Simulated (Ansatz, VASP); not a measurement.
## HfC: VASP beside Ansatz

INCAR

```
SYSTEM = HfC
PREC = Accurate
ENCUT = 520
EDIFF = 1E-6
ISMEAR = -1
SIGMA = 0.05
LREAL = .FALSE.
LASPH = .TRUE.
NELM = 60
ALGO = Normal
ISIF = 2
LWAVE = .FALSE.
LCHARG = .FALSE.
GGA = PE
NBANDS = 14
```

KPOINTS

```
regular mesh
0
G
  12 12 12
  0 0 0
```

File POSCAR:

```
HfC
1.0
    0.0000000000      2.3015135457      2.3015135457
    2.3015135457      0.0000000000      2.3015135457
    2.3015135457      2.3015135457      0.0000000000
Hf C
1 1
Direct
    0.5000000000      0.5000000000      0.5000000000
    0.0000000000      0.0000000000      0.0000000000
```

Input for Ansatz:

```yaml
crystal:
  lattice:
    - [0.0, 2.3015135457, 2.3015135457]
    - [2.3015135457, 0.0, 2.3015135457]
    - [2.3015135457, 2.3015135457, 0.0]
  atoms:
    - { symbol: Hf, position: [0.5, 0.5, 0.5] }
    - { symbol: C, position: [0.0, 0.0, 0.0] }
kpoints:
  mp_grid: { grid: [12, 12, 12] }
scf:
  occupations: { method: fermi_dirac, width: 0.05 }
hamiltonian:
  xc: pbe
  pseudopotentials: { kind: all_electron, lapw: { basis_error: 0.00025 } }
output:
  forces: true
  stress: true
  eigenvalues: true
```

Change from the starting cell: volume scaled by 0.97.

Alike in both runs: task single point; functional PBE; k mesh 12 × 12 × 12; occupations fermi-dirac, width 0.05 eV; no spin polarisation.

```csv
,VASP,Ansatz
version,VASP 6.6.1,Ansatz 0.2.0
potentials or method,"VASP PAW PBE potentials, release 64 (Hf_pv, C)","all-electron LAPW, scalar-relativistic"
plane-wave cutoff (eV),520,see its input
```

Ansatz gave:

| Item | Value |
| --- | --- |
| pressure (GPa) | 7.9 |

**Question.** Estimate VASP's values.

**Answer.** Pressure (GPa): 7.3.

Ansatz ran all-electron here, so the differences hold the error of VASP's frozen core and of both bases.

The runs have no spin-orbit coupling, so splittings on Hf are missing.
